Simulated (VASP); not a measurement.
# TePb (Fm-3m) in VASP: settings compared

One crystal, TePb, is run at these levels: MS2, PBE; tasks: band structure, single point.

Everything below comes from runs of VASP 6.6.1. Logs are shortened: lines on timing, memory, paths and dates and some standing lists are left out, and cuts for length are marked.

**Measured values to compare with.**

From a printed reference work, monograph, for a bulk crystal of TePb at 4.2 K: band gap 0.19 eV (direct).

The results are compared with them further down.

### Step 1. The structure

The structure is cubic, space group Fm-3m (No. 225). Conventional cell: a = 6.462 Å, b = 6.462 Å, c = 6.462 Å, α = 90.00°, β = 90.00°, γ = 90.00°. Pb (site symmetry m-3m) is surrounded by 6 Te at 3.23 Å. Te (site symmetry m-3m) is surrounded by 6 Pb at 3.23 Å.

### Step 2. Band structure, MS2

Contents of INCAR:

```
SYSTEM = TePb
ALGO = Normal ; EDIFF = 1E-6
ENCUT = 520 ; ISIF = 2
ISMEAR = -1 ; LASPH = .TRUE.
LCHARG = .FALSE. ; LMIXTAU = .TRUE.
LREAL = .FALSE. ; LWAVE = .FALSE.
METAGGA = MS2 ; NBANDS = 17
NELM = 100 ; PREC = Accurate
SIGMA = 0.05
```

Contents of KPOINTS:

```
k-points
0
G
  7 7 7
  0 0 0
```

Contents of POSCAR:

```
TePb
1.0
    0.0000000000      3.2310000000      3.2310000000
    3.2310000000      0.0000000000      3.2310000000
    3.2310000000      3.2310000000      0.0000000000
Pb Te
1 1
Direct
    0.0000000000      0.0000000000      0.0000000000
    0.5000000000      0.5000000000      0.5000000000
```

Contents of KPOINTS_OPT:

```
path GXWKGLUWLK,UX
20
line-mode
reciprocal
 0.0000000000  0.0000000000  0.0000000000  G
 0.5000000000  0.0000000000  0.5000000000  X

 0.5000000000  0.0000000000  0.5000000000  X
 0.5000000000  0.2500000000  0.7500000000  W

 0.5000000000  0.2500000000  0.7500000000  W
 0.3750000000  0.3750000000  0.7500000000  K

 0.3750000000  0.3750000000  0.7500000000  K
 0.0000000000  0.0000000000  0.0000000000  G

 0.0000000000  0.0000000000  0.0000000000  G
 0.5000000000  0.5000000000  0.5000000000  L

 0.5000000000  0.5000000000  0.5000000000  L
 0.6250000000  0.2500000000  0.6250000000  U

 0.6250000000  0.2500000000  0.6250000000  U
 0.5000000000  0.2500000000  0.7500000000  W

 0.5000000000  0.2500000000  0.7500000000  W
 0.5000000000  0.5000000000  0.5000000000  L

 0.5000000000  0.5000000000  0.5000000000  L
 0.3750000000  0.3750000000  0.7500000000  K

 0.6250000000  0.2500000000  0.6250000000  U
 0.5000000000  0.0000000000  0.5000000000  X
```

Potentials or basis: VASP PAW PBE potentials, release 64 (Pb_d, Te).

Started as:

```sh
cat potpaw_PBE.64/Pb_d/POTCAR potpaw_PBE.64/Te/POTCAR > POTCAR
mpirun -np 1 vasp_std > vasp.out
```

OUTCAR:

```text
SYSTEM = TePb
   EDIFF = 1E-6
   ENCUT = 520
   ISIF = 2
   ISMEAR = -1
   LASPH = .TRUE.
   LREAL = .FALSE.
   METAGGA = MS2
   NELM = 100
   PREC = Accurate

 ion  position               nearest neighbor table
   1  0.000  0.000  0.000-   2 3.23   2 3.23   2 3.23   2 3.23   2 3.23   2 3.23
   2  0.500  0.500  0.500-   1 3.23   1 3.23   1 3.23   1 3.23   1 3.23   1 3.23

  LATTYP: Found a face centered cubic cell.
 ALAT       =     6.4620000000

  Lattice vectors:

 A1 = (   0.0000000000,   3.2310000000,   3.2310000000)
 A2 = (   3.2310000000,   0.0000000000,   3.2310000000)
 A3 = (   3.2310000000,   3.2310000000,   0.0000000000)

Analysis of symmetry for initial positions (statically):
=====================================================================
 Subroutine PRICEL returns:
 Original cell was already a primitive cell.

 Routine SETGRP: Setting up the symmetry group for a
 face centered cubic supercell.

 Subroutine GETGRP returns: Found 48 space group operations
 (whereof 48 operations were pure point group operations)
 out of a pool of 48 trial point group operations.

The static configuration has the point symmetry O_h .

Analysis of symmetry for dynamics (positions and initial velocities):
=====================================================================
 Subroutine PRICEL returns:
 Original cell was already a primitive cell.

 Routine SETGRP: Setting up the symmetry group for a
 face centered cubic supercell.

 Subroutine GETGRP returns: Found 48 space group operations
 (whereof 48 operations were pure point group operations)
 out of a pool of 48 trial point group operations.

The dynamic configuration has the point symmetry O_h .

 Subroutine INISYM returns: Found 48 space group operations
 (whereof 48 operations are pure point group operations),
 and found     1 'primitive' translations

----------------------------------------------------------------------------------------

                                     Primitive cell

  volume of cell :      67.4592

  direct lattice vectors                    reciprocal lattice vectors
     0.000000000  3.231000000  3.231000000    -0.154750851  0.154750851  0.154750851
     3.231000000  0.000000000  3.231000000     0.154750851 -0.154750851  0.154750851
     3.231000000  3.231000000  0.000000000     0.154750851  0.154750851 -0.154750851

  length of vectors
     4.569324020  4.569324020  4.569324020     0.268036337  0.268036337  0.268036337

  position of ions in fractional coordinates (direct lattice)
     0.000000000  0.000000000  0.000000000
     0.500000000  0.500000000  0.500000000

  ion indices of the primitive-cell ions
   primitive index   ion index
                 1           1
                 2           2

----------------------------------------------------------------------------------------

 KPOINTS: k-points

Automatic generation of k-mesh.
 Grid dimensions read from file:
 generate k-points for:    7    7    7

 Generating k-lattice:

  Cartesian coordinates                     Fractional coordinates (reciprocal lattice)
    -0.022107264  0.022107264  0.022107264     0.142857143  0.000000000  0.000000000
     0.022107264 -0.022107264  0.022107264     0.000000000  0.142857143  0.000000000
     0.022107264  0.022107264 -0.022107264     0.000000000  0.000000000  0.142857143

  Length of vectors
     0.038290905  0.038290905  0.038290905

  Shift w.r.t. Gamma in fractional coordinates (k-lattice)
     0.000000000  0.000000000  0.000000000

 Subroutine IBZKPT returns following result:
 ===========================================

 Found     20 irreducible k-points:

 Following reciprocal coordinates:
            Coordinates               Weight
  0.000000  0.000000  0.000000      1.000000
  0.142857  0.000000  0.000000      8.000000
  0.285714  0.000000  0.000000      8.000000
  0.428571  0.000000  0.000000      8.000000
  0.142857  0.142857  0.000000      6.000000
  0.285714  0.142857  0.000000     24.000000
[... 12 lines left out ...]
 -0.428571  0.428571  0.142857     24.000000
 -0.285714  0.428571  0.142857     24.000000
   k-points           NKPTS =     20   k-points in BZ     NKDIM =     20   number of bands    NBANDS=     17
   number of dos      NEDOS =    301   number of ions     NIONS =      2
   total plane-waves  NPLWV =  46656
   dimension x,y,z NGX =    36 NGY =   36 NGZ =   36
   dimension x,y,z NGXF=    72 NGYF=   72 NGZF=   72
   ions per type =               1   1
   NGX,Y,Z   is equivalent  to a cutoff of  13.10, 13.10, 13.10 a.u.
   NGXF,Y,Z  is equivalent  to a cutoff of  26.20, 26.20, 26.20 a.u.
 SYSTEM =  TePb
   PREC   = accura    normal or accurate (medium, high low for compatibility)
   ISTART =      0    job   : 0-new  1-cont  2-samecut
   ICHARG =      2    charge: 1-file 2-atom 10-const
   ISPIN  =      1    spin polarized calculation?
   LNONCOLLINEAR =      F non collinear calculations
   LSORBIT =      F    spin-orbit coupling
   LASPH  =      T    aspherical Exc in radial PAW
   ENCUT  =  520.0 eV  38.22 Ry    6.18 a.u.   8.50  8.50  8.50*2*pi/ulx,y,z
   NELM   =    100;   NELMIN=  2; NELMDL= -5     # of ELM steps
   EDIFF  = 0.1E-05   stopping-criterion for ELM
   LREAL  =      F    real-space projection
   EDIFFG = 0.1E-04   stopping-criterion for IOM
   NSW    =      0    number of steps for IOM
   IBRION =     -1    ionic relax: 0-MD 1-quasi-New 2-CG
   NFREE  =      0    steps in history (QN), initial steepest desc. (CG)
   ISIF   =      2    stress and relaxation
   ISYM   =      2    0-nonsym 1-usesym 2-fastsym
   POTIM  = 0.5000    time-step for ionic-motion
   TEBEG  =    0.0;   TEEND  =   0.0 temperature during run
   PSTRESS=    0.0 pullay stress
   NELECT =      20.0000    total number of electrons
   NUPDOWN=      -1.0000    fix difference up-down
   EMIN   =  10.00;   EMAX   =-10.00  energy-range for DOS
   EFERMI =   0.00;   METHOD = LEGACY
   ISMEAR =    -1;   SIGMA  =   0.05  broadening in eV -4-tet -1-fermi 0-gaus
   EFERMI_NEDOS =   21; number of points for ismear=-14 and -15
   IALGO  =     38    algorithm
   IMIX   =      4    mixing-type and parameters
     AMIX     =   0.40;   BMIX     =  1.00
     AMIX_MAG =   1.60;   BMIX_MAG =  1.00
  volume/ion in A,a.u.               =      33.73       227.62
  Fermi-wavevector in a.u.,A,eV,Ry     =   1.091619  2.062861 16.213147  1.191633
  Thomas-Fermi vector in A             =   2.227868
   LORBIT       =      0    0 simple, 1 ext, 2 COOP (PROOUT), +10 PAW based schemes
   METAGGA = MS2    functional components
   LHFCALC =     F    Hartree Fock is set to
   AEXX    =    0.0000 exact exchange contribution
   IVDW    =     0    specifies the selected vdW correction
   LEPSILON=     F    determine dielectric tensor
   LRPA    =     F    only Hartree local field effects (RPA)
 non-spin polarized calculation
  energy-cutoff  :      520.00
  volume of cell :       67.46
 maximum number of plane-waves:      1837
 NGX is ok and might be reduce to    36
   NGX = 17   NGY = 17   NGZ = 17

 number of electron      20.0000003 magnetization

 Free energy of the ion-electron system (eV)
  ---------------------------------------------------
  ext. energy  EPLUGINS =         0.00000000
  ---------------------------------------------------
  free energy    TOTEN  =        16.61749332 eV

  energy without entropy =       16.61749555  energy(sigma->0) =       16.61749443

 E-fermi :   5.9460     XC(G=0):  -9.6687

 val. band max:        5.4331749603   @ k =   0.4286   0.0000   0.0000
 cond. band min:       6.4504388213   @ k =   0.4286   0.0000   0.0000
 fundamental gap:      1.0172638609
 Fermi energy:         5.9459774924

 k-point     1 :       0.0000    0.0000    0.0000
  band No.  band energies     occupation
      1     -11.3447      2.00000
      2     -11.3447      2.00000
      3     -11.3172      2.00000
      4     -11.3172      2.00000
      5     -11.3172      2.00000
      6      -6.5852      2.00000
[... 9 lines left out ...]
     16      11.2886      0.00000
     17      12.8672      0.00000

 k-point     2 :       0.1429    0.0000    0.0000
  band No.  band energies     occupation
      1     -11.3470      2.00000
      2     -11.3469      2.00000
      3     -11.3167      2.00000
      4     -11.3145      2.00000
      5     -11.3145      2.00000
      6      -6.4070      2.00000
[... 9 lines left out ...]
     16      11.6765      0.00000
     17      14.2162      0.00000

 k-point     3 :       0.2857    0.0000    0.0000
  band No.  band energies     occupation
      1     -11.3529      2.00000
      2     -11.3529      2.00000
      3     -11.3157      2.00000
      4     -11.3077      2.00000
      5     -11.3077      2.00000
      6      -5.9027      2.00000
[... 9 lines left out ...]
     16      12.7250      0.00000
     17      16.3776      0.00000

 k-point     4 :       0.4286    0.0000    0.0000
  band No.  band energies     occupation
      1     -11.3581      2.00000
      2     -11.3580      2.00000
      3     -11.3150      2.00000
      4     -11.3017      2.00000
      5     -11.3017      2.00000
      6      -5.2590      2.00000
[... 9 lines left out ...]
     16      14.2800      0.00000
     17      15.5921      0.00000

 k-point     5 :       0.1429    0.1429    0.0000
  band No.  band energies     occupation
      1     -11.3533      2.00000
      2     -11.3426      2.00000
      3     -11.3191      2.00000
      4     -11.3126      2.00000
      5     -11.3125      2.00000
      6      -6.3478      2.00000
[... 9 lines left out ...]
     16      12.3334      0.00000
     17      13.5674      0.00000

 k-point     6 :       0.2857    0.1429    0.0000
  band No.  band energies     occupation
      1     -11.3623      2.00000
      2     -11.3441      2.00000
      3     -11.3188      2.00000
      4     -11.3078      2.00000
      5     -11.3062      2.00000
      6      -5.9535      2.00000
[... 9 lines left out ...]
     16      13.4049      0.00000
     17      14.9256      0.00000
[... 201 lines left out ...]
 k-point    17 :       0.4286    0.2857    0.1429
  band No.  band energies     occupation
      1     -11.3723      2.00000
      2     -11.3456      2.00000
      3     -11.3180      2.00000
      4     -11.3028      2.00000
      5     -11.3018      2.00000
      6      -5.5000      2.00000
[... 9 lines left out ...]
     16      14.4960      0.00000
     17      15.3290      0.00000

 k-point    18 :      -0.4286    0.2857    0.1429
  band No.  band energies     occupation
      1     -11.3771      2.00000
      2     -11.3501      2.00000
      3     -11.3127      2.00000
      4     -11.3049      2.00000
      5     -11.2968      2.00000
      6      -4.9719      2.00000
[... 9 lines left out ...]
     16      14.9709      0.00000
     17      16.0221      0.00000

 k-point    19 :      -0.4286    0.4286    0.1429
  band No.  band energies     occupation
      1     -11.3946      2.00000
      2     -11.3411      2.00000
      3     -11.3204      2.00000
      4     -11.2986      2.00000
      5     -11.2922      2.00000
      6      -4.8619      2.00000
[... 9 lines left out ...]
     16      15.7974      0.00000
     17      16.5618      0.00000

 k-point    20 :      -0.2857    0.4286    0.1429
  band No.  band energies     occupation
      1     -11.3881      2.00000
      2     -11.3468      2.00000
      3     -11.3129      2.00000
      4     -11.3055      2.00000
      5     -11.2923      2.00000
      6      -4.7274      2.00000
[... 9 lines left out ...]
     16      15.9028      0.00000
     17      16.4247      0.00000

------------------------ aborting loop because EDIFF is reached ----------------------------------------

  FORCE on cell =-STRESS in cart. coord.  units (eV):
  Direction    XX          YY          ZZ          XY          YZ          ZX
  --------------------------------------------------------------------------------------
  -------------------------------------------------------------------------------------
  Total       -0.0905455     -0.0905455     -0.0905455      0.0000000      0.0000000      0.0000000
  in kB       -2.1504857     -2.1504857     -2.1504857      0.0000000      0.0000000      0.0000000
  external PRESSURE =      -2.1504857 kB  Pullay stress =       0.0000000 kB

 VOLUME and BASIS-vectors are now :
 -----------------------------------------------------------------------------
  energy-cutoff  :      520.00
  volume of cell :       67.46
      direct lattice vectors                 reciprocal lattice vectors
     0.000000000  3.231000000  3.231000000    -0.154750851  0.154750851  0.154750851
     3.231000000  0.000000000  3.231000000     0.154750851 -0.154750851  0.154750851
     3.231000000  3.231000000  0.000000000     0.154750851  0.154750851 -0.154750851

 POSITION                                       TOTAL-FORCE (eV/Angst)
 -----------------------------------------------------------------------------------
      0.00000      0.00000      0.00000         0.000000      0.000000     -0.000000
      3.23100      3.23100      3.23100        -0.000000     -0.000000      0.000000
 -----------------------------------------------------------------------------------
    total drift:                               -0.000000      0.000000      0.000000

  FREE ENERGIE OF THE ION-ELECTRON SYSTEM (eV)
  ---------------------------------------------------
  free  energy   TOTEN  =        16.6174933227 eV

  energy  without entropy=       16.6174955461  energy(sigma->0) =       16.61749443
```

Run time: 4.4 min. Hardware: 1 thread of Intel Xeon 6975P-C (Granite Rapids), shared host; peak memory 0.22 GiB.

Results:

* Free energy: 16.6175 eV
* Pressure: -0.2 GPa
* Band gap along the path: 0.74 eV, direct

Levels at the corners of the path, in eV from the Fermi level:
```tsv
point	band 6	band 7	band 8	band 9	band 10	band 11	band 12	band 13	band 14	band 15
Γ	-12.53	-5.86	-1.84	-1.84	-1.84	3.68	3.68	3.68	5.34	5.34
X	-10.80	-7.64	-5.05	-3.32	-3.32	2.79	5.11	5.11	6.38	9.70
X	-10.80	-7.64	-5.05	-3.32	-3.32	2.79	5.11	5.11	6.38	9.70
W	-10.63	-8.38	-4.32	-4.32	-0.81	1.26	4.81	4.81	6.46	6.46
W	-10.63	-8.38	-4.32	-4.32	-0.81	1.26	4.81	4.81	6.46	6.46
K	-10.70	-8.36	-4.66	-2.81	-2.56	3.18	3.37	4.69	5.58	8.47
K	-10.70	-8.36	-4.66	-2.81	-2.56	3.18	3.37	4.69	5.58	8.47
Γ	-12.53	-5.86	-1.84	-1.84	-1.84	3.68	3.68	3.68	5.34	5.34
Γ	-12.53	-5.86	-1.84	-1.84	-1.84	3.68	3.68	3.68	5.34	5.34
L	-11.06	-9.02	-1.39	-1.39	-0.41	0.33	0.82	0.82	7.97	8.89
L	-11.06	-9.02	-1.39	-1.39	-0.41	0.33	0.82	0.82	7.97	8.89
U	-10.70	-8.36	-4.66	-2.81	-2.56	3.18	3.37	4.69	5.58	8.47
U	-10.70	-8.36	-4.66	-2.81	-2.56	3.18	3.37	4.69	5.58	8.47
W	-10.63	-8.38	-4.32	-4.32	-0.81	1.26	4.81	4.81	6.46	6.46
W	-10.63	-8.38	-4.32	-4.32	-0.81	1.26	4.81	4.81	6.46	6.46
L	-11.06	-9.02	-1.39	-1.39	-0.41	0.33	0.82	0.82	7.97	8.89
L	-11.06	-9.02	-1.39	-1.39	-0.41	0.33	0.82	0.82	7.97	8.89
K	-10.70	-8.36	-4.66	-2.81	-2.56	3.18	3.37	4.69	5.58	8.47
U	-10.70	-8.36	-4.66	-2.81	-2.56	3.18	3.37	4.69	5.58	8.47
X	-10.80	-7.64	-5.05	-3.32	-3.32	2.79	5.11	5.11	6.38	9.70
```

Caveat: this odd mesh misses L, where the gap lies, so gap, dielectric constants and Born charges aren't listed; the PAW data sets were made with another functional, which shifts forces and pressure a little; spin-orbit coupling is left out, which moves the levels of the heavy elements.

### Step 3. Single point, PBE, 32.38 Å³/atom (strain = -0.04)

Contents of INCAR:

```
ALGO = Normal ; EDIFF = 1E-6
ENCUT = 520 ; GGA = PE
ISIF = 2 ; ISMEAR = -1
LASPH = True ; LCHARG = False
LREAL = False ; LWAVE = False
NELM = 60 ; PREC = Accurate
SIGMA = 0.05
```

Contents of KPOINTS:

```
k-points
0
Gamma
  7 7 7
```

Contents of POSCAR:

```
TePb
1.0
    0.0000000000      3.2310000000      3.2310000000
    3.1017600000      0.0000000000      3.2310000000
    3.1017600000      3.2310000000      0.0000000000
Pb Te
1 1
Direct
    0.0000000000      0.0000000000      0.0000000000
    0.5000000000      0.5000000000      0.5000000000
```

Potentials or basis: VASP PAW PBE potentials, release 64 (Pb_d, Te).

Started as:

```sh
cat potpaw_PBE.64/Pb_d/POTCAR potpaw_PBE.64/Te/POTCAR > POTCAR
mpirun -np 1 vasp_std > vasp.out
```

Run time: 21 s. Hardware: 1 thread of Intel Xeon 6975P-C (Granite Rapids), shared host; peak memory 0.22 GiB.

The run converged. Its results:

| Property | Result |
| --- | --- |
| Free energy | -7.4148 eV |
| Pressure | 4.5 GPa |
| Band gap on the k mesh | 0.85 eV, direct |

Caveat: spin-orbit coupling is left out, which as a rule narrows the gap of such compounds by several tenths of an eV; an odd mesh through Γ misses points on the zone boundary, where band edges often lie.

### Step 4. Single point, PBE, 33.05 Å³/atom (strain = -0.02)

INCAR is that of step 3.

KPOINTS is that of step 3.

Contents of POSCAR:

```
TePb
1.0
    0.0000000000      3.2310000000      3.2310000000
    3.1663800000      0.0000000000      3.2310000000
    3.1663800000      3.2310000000      0.0000000000
Pb Te
1 1
Direct
    0.0000000000      0.0000000000      0.0000000000
    0.5000000000      0.5000000000      0.5000000000
```

Started as:

```sh
cat potpaw_PBE.64/Pb_d/POTCAR potpaw_PBE.64/Te/POTCAR > POTCAR
mpirun -np 1 vasp_std > vasp.out
```

Wall time 21 s (1 thread of Intel Xeon 6975P-C (Granite Rapids), shared host); peak memory 0.22 GiB.

The run converged. Its results:

| Item | Value |
| --- | --- |
| Free energy | -7.4728 eV |
| Pressure | 3.1 GPa |
| Band gap on the k mesh | 0.96 eV, direct |

Caveat: spin-orbit coupling is left out, which as a rule narrows the gap of such compounds by several tenths of an eV; an odd mesh through Γ misses points on the zone boundary, where band edges often lie.

### Step 5. Band structure, PBE, spin-orbit coupling, no magnetisation

Contents of INCAR:

```
ALGO = Fast
EDIFF = 1E-6
ENCUT = 520
GGA = PE
GGA_COMPAT = False
ISIF = 2
ISMEAR = 0
KPAR = 2
LASPH = True
LCHARG = False
LORBIT = 11
LREAL = False
LSORBIT = True
LWAVE = False
MAGMOM = 0 0 0 0 0 0
NELM = 100
PREC = Accurate
SIGMA = 0.02
```

Contents of KPOINTS:

```
k-points
0
Gamma
  6 6 6
```

Contents of POSCAR:

```
TePb
1.0
    0.0000000000      3.2310000000      3.2310000000
    3.2310000000      0.0000000000      3.2310000000
    3.2310000000      3.2310000000      0.0000000000
Pb Te
1 1
Direct
    0.0000000000      0.0000000000      0.0000000000
    0.5000000000      0.5000000000      0.5000000000
```

KPOINTS_OPT, as its differences from that of step 2:

```diff
@@ -1,3 +1,3 @@
 path GXWKGLUWLK,UX
-20
+15
 line-mode
```

Started as:

```sh
cat potpaw_PBE.64/Pb_d/POTCAR potpaw_PBE.64/Te/POTCAR > POTCAR
mpirun -np 2 vasp_ncl > vasp.out
```

Wall time 4.9 min (2 MPI ranks of Intel Xeon Platinum 8488C (Sapphire Rapids), shared host); peak memory 0.4 GiB.

The run converged. Its results:

```yaml
Free_energy: -8.0262 eV
Pressure: 2.0 GPa
Valence_electrons_inside_the_program's_atomic_spheres: Pb 11.89; Te 3.39
```

### Step 6. How close it comes

Step 2. Measured gap of TePb: 0.19 eV (direct; 4.2 K; a printed reference work, monograph). This calculation gives 0.74 eV (+0.55 eV). Spin-orbit coupling on Pb, Te is left out. The value is that of MS2, without temperature or zero-point motion.
